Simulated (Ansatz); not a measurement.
Runs of Ansatz 0.2.0 on KTaO3. It takes space group Pm-3m (No. 221, cubic). The conventional cell has a = 3.988 Å, b = 3.988 Å, c = 3.988 Å, α = 90.00°, β = 90.00°, γ = 90.00°. Ta (site symmetry m-3m) has 6 O at 1.99 Å as nearest neighbours. Around K (site symmetry m-3m) lie 12 O at 2.82 Å. Around O (site symmetry 4/mmm) lie 2 Ta at 1.99 Å. 

```tsv
task	level	cutoff (eV)	basis error allowed	gap on the mesh (eV)	pressure (GPa)	V0 of scaled cells (Å³/atom)	B0 (GPa)
band structure	LDA	432	0.002 eV/atom	2.14	-5.5	-	-
equation of state	PBEsol	-	0.001 eV/atom	-	-	12.66	(c)
band structure	PBEsol	432	0.002 eV/atom	2.20	(a)	-	-
equation of state	PBE	-	0.001 eV/atom	-	-	(b)	187
single point	PBE	467	0.001 eV/atom	2.29	5.5	-	-
```

Alike in all rows: potentials or basis all-electron LAPW, scalar-relativistic; no spin polarisation; cell as given; k mesh 7 × 7 × 7; smearing fermi-dirac 0.05 eV.

Problem. Estimate the missing entries.

Solution. (a) -0.4; (b) 13.04; (c) 201.

Caveats: spin-orbit coupling is left out, which moves the levels of the heavy elements (some runs); an odd mesh through Γ misses points on the zone boundary, where band edges often lie (some runs).

A k mesh can miss the band edges, and the runs leave out spin-orbit coupling on Ta.

Not every run made on this cell is shown here.
